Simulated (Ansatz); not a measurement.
Input of an Ansatz 0.2.0 run:

input.yaml

```yaml
crystal:
  lattice:
    - [0.0, 2.82685, 2.82685]
    - [2.82685, 0.0, 2.82685]
    - [2.82685, 2.82685, 0.0]
  atoms:
    - { symbol: As, position: [0.75, 0.75, 0.75] }
    - { symbol: Ga, position: [0.0, 0.0, 0.0] }
hamiltonian:
  xc: pbe
  pseudopotentials: { kind: paw }
kpoints:
  mp_grid: { grid: [8, 8, 8] }
scf:
  occupations: { method: gaussian, width: 0.027 }
output:
  forces: true
  stress: true
  eigenvalues: true
```

Potentials or basis: Ansatz PAW.

Command:

```console
$ ansatz run input.yaml --threads 2 --pin off --max-ram 5632MiB --backend cpu --events-out ev --progress --plain --runs-dir out
```

(1) Estimate the pressure.

(2) Predict the band gap on the k mesh.

Answers

(1) 3.3 GPa.

(2) 0.52 eV, direct.

**Experimental background.**

From “Evidence of valence band perturbations in GaAsN/GaAs(001): A combined variable-angle spectroscopic ellipsometry and modulated photoreflectance investigation”, 2008, arxiv:0805.2212, for a bulk crystal of GaAs at 300 K: band gap 1.412 ± 0.01 eV (direct).

A measured gap of GaAs is 1.412 eV (direct; 300 K; “Evidence of valence band perturbations in GaAsN/GaAs(001): A combined variable-angle spectroscopic ellipsometry and modulated photoreflectance investigation”, 2008, arxiv:0805.2212); the calculated 0.52 eV misses it by -0.90 eV. 3 values of this kind are on record (1.412 to 1.51 eV); this one was drawn at random among those near their median, those with a stated uncertainty first. Spin-orbit coupling on As, Ga is left out. The value is that of PBE on a finite k mesh, which can miss the band edges, without temperature or zero-point motion. Semilocal functionals fall short of measured gaps as a rule.
